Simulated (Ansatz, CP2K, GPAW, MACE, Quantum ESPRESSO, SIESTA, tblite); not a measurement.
# CP2K on generalised stacking fault on (110) of a LiCl-LiBr solid solution (56 atoms): settings against a plane-wave reference, part 2 of 2

How do the settings of CP2K change the result for generalised stacking fault on (110) of a LiCl-LiBr solid solution (56 atoms)? A plane-wave run serves as the yardstick.

Program: CP2K 2026.2; the method stands at each step. Banners, paths, timers and routine set-up lines are dropped from the logs unmarked, and long logs keep their key lines alone; longer cuts are marked.

So far. Step 2 (PBE, DZVP-UZH, 800/50 Ry, diagonalisation): Forces lie 4.8 % from the reference's, at 17 times its CPU time. Step 3 (PBE, TZVP-MOLOPT (SR for Li), 800/50 Ry …): Against the first run (4.8 %), the force difference from the reference is 2.4 %, at 1.6 times the CPU time, with 672 basis functions against 532; this set comes with other potentials too, so the change isn't the basis's alone.

## 4. PBE, DZVP-MOLOPT (SR for Li, Br), 800/50 Ry, diagonalisation

Method: Kohn-Sham DFT, PBE, GTH-PBE pseudopotentials, Gaussian and plane waves, DZVP-MOLOPT-GTH, diagonalisation.

input.inp

```
&GLOBAL
  PROJECT cell
  RUN_TYPE ENERGY_FORCE
  PRINT_LEVEL LOW
&END GLOBAL
&FORCE_EVAL
  METHOD QS
  STRESS_TENSOR ANALYTICAL
  &DFT
    BASIS_SET_FILE_NAME BASIS_MOLOPT
    POTENTIAL_FILE_NAME GTH_POTENTIALS
    &MGRID
      CUTOFF 800
      REL_CUTOFF 50
      NGRIDS 5
    &END MGRID
    &QS
      EPS_DEFAULT 1.0E-12
    &END QS
    &SCF
      SCF_GUESS ATOMIC
      EPS_SCF 1.0E-06
      MAX_SCF 200
      ADDED_MOS 28
      &DIAGONALIZATION
        ALGORITHM STANDARD
      &END DIAGONALIZATION
      &SMEAR ON
        METHOD FERMI_DIRAC
        ELECTRONIC_TEMPERATURE [K] 580
      &END SMEAR
      &MIXING
        METHOD BROYDEN_MIXING
        ALPHA 0.15
        NBROYDEN 8
      &END MIXING
      &PRINT
        &RESTART OFF
        &END RESTART
      &END PRINT
    &END SCF
    &XC
      &XC_FUNCTIONAL PBE
      &END XC_FUNCTIONAL
    &END XC
    &PRINT
      &MULLIKEN ON
      &END MULLIKEN
      &HIRSHFELD ON
        SHAPE_FUNCTION DENSITY
      &END HIRSHFELD
      &MO ON
        EIGENVALUES T
        OCCUPATION_NUMBERS T
        MO_INDEX_RANGE 129 152
        &EACH
          QS_SCF 0
        &END EACH
        ADD_LAST NUMERIC
      &END MO
    &END PRINT
  &END DFT
  &SUBSYS
    &CELL
      A 7.44767 0.00000 0.00000
      B 0.00000 5.26630 0.00000
      C 2.17226 0.00000 26.26686
    &END CELL
    &TOPOLOGY
      COORD_FILE_NAME structure.xyz
      COORD_FILE_FORMAT XYZ
    &END TOPOLOGY
    &KIND Li
      BASIS_SET DZVP-MOLOPT-SR-GTH-q3
      POTENTIAL GTH-PBE-q3
    &END KIND
    &KIND Br
      BASIS_SET DZVP-MOLOPT-SR-GTH-q7
      POTENTIAL GTH-PBE-q7
    &END KIND
    &KIND Cl
      BASIS_SET DZVP-MOLOPT-GTH-q7
      POTENTIAL GTH-PBE-q7
    &END KIND
  &END SUBSYS
  &PRINT
    &FORCES ON
    &END FORCES
    &STRESS_TENSOR ON
    &END STRESS_TENSOR
  &END PRINT
&END FORCE_EVAL
```

structure.xyz

```xyz
56

Li 7.51284 0.02196 26.08142
Br 5.57069 0.00463 1.87572
Li 7.42713 5.25714 3.74119
Cl 5.61168 0.00627 5.58460
Li 7.46481 0.00016 7.43615
Cl 5.54113 5.25040 9.33340
Li 7.43204 0.01169 11.16263
Cl 5.59371 0.00463 13.04281
Li 7.48261 0.00053 14.86310
Cl 5.61696 0.01501 16.72175
Li 7.47312 0.00342 18.60639
Cl 5.59967 5.26630 20.48421
Li 7.48315 0.03486 22.32631
Cl 5.58641 5.24381 24.16840
Li 3.75450 0.02512 26.09823
Br 1.84967 0.04750 1.84131
Li 3.71696 5.25735 3.71098
Cl 1.83162 5.26114 5.54677
Li 3.72638 0.02422 7.44876
Br 1.85869 5.24955 9.28639
[... 32 atom lines left out ...]
Li 5.56624 2.61351 20.48973
Br 3.71467 2.63004 22.30792
Li 5.57185 2.59971 24.16971
Br 3.70065 2.65406 26.07117
```

Command:

```sh
OMP_NUM_THREADS=1 mpirun -np 4 cp2k.psmp -i input.inp > output.txt
```

Numbers of over 12 decimals in the logs are rounded to 6 here.

The program printed:

```text
CP2K| version string:                                       CP2K version 2026.2
 CP2K| Input file name                                                 input.inp
 GLOBAL| Basis set file name                                        BASIS_MOLOPT
 GLOBAL| Potential file name                                      GTH_POTENTIALS
[... lines left out ...]
 Number of electrons:                                                        280
[... lines left out ...]
  Step     Update method      Time    Convergence         Total energy    Change
[... lines left out ...]
  *** SCF run converged in    25 steps ***
[... lines left out ...]
  Fermi energy:                                                 0.169073
  Total energy:                                              -616.347494
  Total energy (extrapolated to T->0):                       -616.347494
[... lines left out ...]
 MO| E(Fermi):            0.169073 a.u.          4.600702 eV
[... lines left out ...]
 ENERGY| Total FORCE_EVAL ( QS ) energy [hartree]           -616.347495
[... lines left out ...]
 FORCES|      1 -6.57677577E-03 -1.29447519E-04 -5.19026322E-02   5.23178169E-02
 FORCES|      2  7.30365913E-03  5.01905542E-04  4.77623483E-02   4.83201538E-02
 FORCES|      3  1.39736739E-03  2.62895596E-04  2.36005575E-03   2.75528817E-03
[...]
FORCES|     55  6.00227387E-03  8.48608228E-04  2.96212580E-03   6.74697094E-03
 FORCES|     56 -7.32311910E-03 -3.20343278E-04 -4.53880897E-02   4.59761827E-02
 FORCES| Sum     1.23315868E-05  1.48963981E-05  4.72143025E-06
 FORCES| Total atomic force                                       1.99063460E-05
 STRESS| Analytical stress tensor [bar]
 STRESS|                        x                   y                   z
 STRESS|      x        3.52589159748E+04   9.40396817822E+00   4.17149649668E+03
 STRESS|      y        9.40396817822E+00  -2.51932987918E+04   4.59213825728E+01
 STRESS|      z        4.17149649668E+03   4.59213825728E+01   2.06765756489E+04
 STRESS| 1/3 Trace                                             1.02473976107E+04
```

Elapsed: 2.4 min, on 4 MPI ranks of Arm Neoverse V1, shared host; peak memory 4.6 GiB; 9.7 min of CPU time.

Against the reference:

| Quantity | Value |
| --- | --- |
| r.m.s. force component | 0.5385 eV/Å |
| r.m.s. difference of force components | 29.25 meV/Å |
| longest difference of force vectors | 142.1 meV/Å |
| force difference over r.m.s. force | 5.7 % |
| slope of forces against the reference's | 1.049 |
| correlation of force components | 0.9996 |
| gap (highest filled to lowest empty level) | 5.168 eV |
| gap difference | -0.0876 eV |
| pressure | 1.025 GPa |
| pressure difference | 0.3039 GPa |

Against the first run (4.8 %), the force difference from the reference is 5.7 %, at 1.4 times the CPU time, with 532 basis functions against 532; this set comes with other potentials too, so the change isn't the basis's alone.

## 5. PBE+D3(BJ), DZVP-UZH, 800/50 Ry, diagonalisation

Method: Kohn-Sham DFT, PBE+D3(BJ), GTH-PBE pseudopotentials, Gaussian and plane waves, DZVP-MOLOPT (UZH set), diagonalisation.

input.inp: that of step 4 with these lines changed.

```diff
@@ -9,4 +9,4 @@
   &DFT
-    BASIS_SET_FILE_NAME BASIS_MOLOPT
-    POTENTIAL_FILE_NAME GTH_POTENTIALS
+    BASIS_SET_FILE_NAME BASIS_MOLOPT_UZH
+    POTENTIAL_FILE_NAME POTENTIAL_UZH
     &MGRID
@@ -44,2 +44,10 @@
       &END XC_FUNCTIONAL
+      &VDW_POTENTIAL
+        POTENTIAL_TYPE PAIR_POTENTIAL
+        &PAIR_POTENTIAL
+          TYPE DFTD3(BJ)
+          PARAMETER_FILE_NAME dftd3.dat
+          REFERENCE_FUNCTIONAL PBE
+        &END PAIR_POTENTIAL
+      &END VDW_POTENTIAL
     &END XC
@@ -68,8 +76,7 @@
     &END CELL
-    &TOPOLOGY
-      COORD_FILE_NAME structure.xyz
-      COORD_FILE_FORMAT XYZ
-    &END TOPOLOGY
+    &COORD
+[... 56 atom lines left out: the same atoms as in the first run ...]
+    &END COORD
     &KIND Li
-      BASIS_SET DZVP-MOLOPT-SR-GTH-q3
+      BASIS_SET DZVP-MOLOPT-PBE-GTH-q3
       POTENTIAL GTH-PBE-q3
@@ -77,3 +84,3 @@
     &KIND Br
-      BASIS_SET DZVP-MOLOPT-SR-GTH-q7
+      BASIS_SET DZVP-MOLOPT-PBE-GTH-q7
       POTENTIAL GTH-PBE-q7
@@ -81,3 +88,3 @@
     &KIND Cl
-      BASIS_SET DZVP-MOLOPT-GTH-q7
+      BASIS_SET DZVP-MOLOPT-PBE-GTH-q7
       POTENTIAL GTH-PBE-q7
```

The program printed:

```text
CP2K| version string:                                       CP2K version 2026.2
 CP2K| Input file name                                                 input.inp
 GLOBAL| Basis set file name                                    BASIS_MOLOPT_UZH
 GLOBAL| Potential file name                                       POTENTIAL_UZH
[... lines left out ...]
 Number of electrons:                                                        280
[... lines left out ...]
  Step     Update method      Time    Convergence         Total energy    Change
[... lines left out ...]
  *** SCF run converged in    24 steps ***
[... lines left out ...]
  Fermi energy:                                                 0.167949
  Total energy:                                              -616.727776
  Total energy (extrapolated to T->0):                       -616.727776
[... lines left out ...]
 MO| E(Fermi):            0.167949 a.u.          4.570112 eV
[... lines left out ...]
 ENERGY| Total FORCE_EVAL ( QS ) energy [hartree]           -616.727773
[... lines left out ...]
 FORCES|      1 -6.62660166E-03 -5.94560174E-05 -5.12692831E-02   5.16957907E-02
 FORCES|      2  7.38949215E-03  4.95881666E-04  4.78453225E-02   4.84151358E-02
 FORCES|      3  1.38279572E-03  2.19079805E-04  1.95887313E-03   2.40775910E-03
[...]
FORCES|     55  5.66858693E-03  7.92523248E-04  2.98995967E-03   6.45761795E-03
 FORCES|     56 -7.29796630E-03 -3.13870500E-04 -4.52879979E-02   4.58733210E-02
 FORCES| Sum    -1.66127935E-06  5.27905994E-06 -1.24804080E-06
 FORCES| Total atomic force                                       5.67326438E-06
 STRESS| Analytical stress tensor [bar]
 STRESS|                        x                   y                   z
 STRESS|      x        1.40358859870E+04   9.20169254055E+00   4.14999988134E+03
 STRESS|      y        9.20169254055E+00  -4.77027873876E+04   5.35522101136E+01
 STRESS|      z        4.14999988134E+03   5.35522101136E+01  -1.73250169333E+02
 STRESS| 1/3 Trace                                            -1.12800505233E+04
```

Elapsed: 1.7 min, on 4 MPI ranks; peak memory 4.5 GiB.

Against the reference:

* r.m.s. force component: 0.5351 eV/Å
* r.m.s. difference of force components: 25.2 meV/Å
* longest difference of force vectors: 145.6 meV/Å
* force difference over r.m.s. force: 4.912 %
* slope of forces against the reference's: 1.043
* correlation of force components: 0.9997
* gap (highest filled to lowest empty level): 5.123 eV
* gap difference: -0.1323 eV
* pressure: -1.128 GPa
* pressure difference: -1.849 GPa

Against the first run (4.8 %), the force difference from the reference is 4.9 %, at 1.0 times the CPU time; the model has changed, so this is no error of the program alone.

## 6. All runs compared

Differences are against the plane-wave reference, forces as r.m.s. over components; share is that over the reference's r.m.s. force, slope the least-squares factor from reference forces to these. Total energies of different programs have different zeros and aren't compared.

| run | Δ force, r.m.s. (meV/Å) | share (%) | slope | Δ pressure (GPa) | Δ gap (eV) | cores | CPU time | memory (GiB) |
| --- | --- | --- | --- | --- | --- | --- | --- | --- |
| reference | - | - | - | - | - | 4 | 24 s | 0.95 |
| CP2K PBE, DZVP-UZH, 800/50 Ry, diagonalisation | 24.9 | 4.84 | 1.043 | 0.219 | -0.132 | 4 | 6.8 min | 4.5 |
| CP2K PBE, TZVP-MOLOPT (SR for Li), 800/50 Ry, diagonalisation | 12.1 | 2.37 | 1.020 | 0.198 | -0.151 | 4 | 11 min | 4.7 |
| CP2K PBE, DZVP-MOLOPT (SR for Li, Br), 800/50 Ry, diagonalisation | 29.2 | 5.70 | 1.049 | 0.304 | -0.0876 | 4 | 9.7 min | 4.6 |
| CP2K PBE+D3(BJ), DZVP-UZH, 800/50 Ry, diagonalisation | 25.2 | 4.91 | 1.043 | -1.85 | -0.132 | 4 | 7 min | 4.5 |

CPU time is summed over cores on a shared host, where runs went side by side, so it is rough. Symmetry, cutoffs, thresholds, outputs and thread counts weren't matched or tuned between programs; memory under MPI is the largest rank's times the ranks.

Mean charges by element (e), by run and scheme:

| run | scheme | Li | Br | Cl |
| --- | --- | --- | --- | --- |
| reference | Löwdin | +0.69 | -0.57 | -0.65 |
| CP2K PBE, DZVP-UZH, 800/50 Ry, diagonalisation | Mulliken | +0.44 | -0.37 | -0.49 |
| CP2K PBE, DZVP-UZH, 800/50 Ry, diagonalisation | Hirshfeld | +0.12 | -0.08 | -0.14 |
| CP2K PBE, TZVP-MOLOPT (SR for Li), 800/50 Ry, diagonalisation | Mulliken | +0.64 | -0.61 | -0.65 |
| CP2K PBE, TZVP-MOLOPT (SR for Li), 800/50 Ry, diagonalisation | Hirshfeld | +0.12 | -0.09 | -0.14 |
| CP2K PBE, DZVP-MOLOPT (SR for Li, Br), 800/50 Ry, diagonalisation | Mulliken | +0.43 | -0.44 | -0.42 |
| CP2K PBE, DZVP-MOLOPT (SR for Li, Br), 800/50 Ry, diagonalisation | Hirshfeld | +0.12 | -0.08 | -0.14 |
| CP2K PBE+D3(BJ), DZVP-UZH, 800/50 Ry, diagonalisation | Mulliken | +0.44 | -0.37 | -0.49 |
| CP2K PBE+D3(BJ), DZVP-UZH, 800/50 Ry, diagonalisation | Hirshfeld | +0.12 | -0.08 | -0.14 |

The reference's Löwdin charges lack the electrons that the projection spills, 0.033 e an atom on average.

Further runs of this program without a result: CP2K GFN1-xTB, diagonalisation (not converged).

## 7. What came out

```yaml
nearest_in_forces: CP2K PBE, TZVP-MOLOPT (SR for Li), 800/50 Ry, diagonalisation, 2.4 %
its_cpu_time: 11 min
```

The PBE runs in local orbitals differ by 2.4 % (CP2K PBE, TZVP-MOLOPT (SR for Li), 800/50 Ry, diagonalisation) to 5.7 % (CP2K PBE, DZVP-MOLOPT (SR for Li, Br), 800/50 Ry, diagonalisation); basis, grid and potentials can all enter. Rows with another functional or a dispersion term differ by 4.9 % (CP2K PBE+D3(BJ), DZVP-UZH, 800/50 Ry, diagonalisation), which mixes the change of model with differences of basis and potentials. None of the electronic-structure runs in the table takes under half the reference's CPU time of 24 s; they take 17 to 27 times as much. At the same functional, gaps differ from the reference's 5.26 eV by between -0.15 and -0.09 eV. These are spacings on the run's k-points, which needn't hold the band edges. Charges hang on scheme and program or settings: among these rows the mean for Li runs from +0.12 to +0.69 e. The cell is under 6 Å thick along one periodic direction, so every atom has periodic images of itself close by, which move with it and show among its neighbours and in g(r). The reference's stress is far from hydrostatic: its diagonal is 3.2, -2.8, 1.7 GPa, compression counted positive. The host structure and its lattice constant were typed by rule, without a check against the phase diagram. The electronic-structure runs sample only Γ, in a cell whose shortest periodic width is 5 Å.

[Also dropped from logs without a mark: logging warnings of Python, and SIESTA's first energy breakdown and zero terms.]

[Logs are printed without paths, hosts, clocks, repeated set-up lines and the standing remarks that a program may print on its own settings, such as how far it seeks lower states.]

[Hosts, paths, dates, database ids (printed as entryN), source tags and the programs' standing remarks are cut or masked in the printed files.]
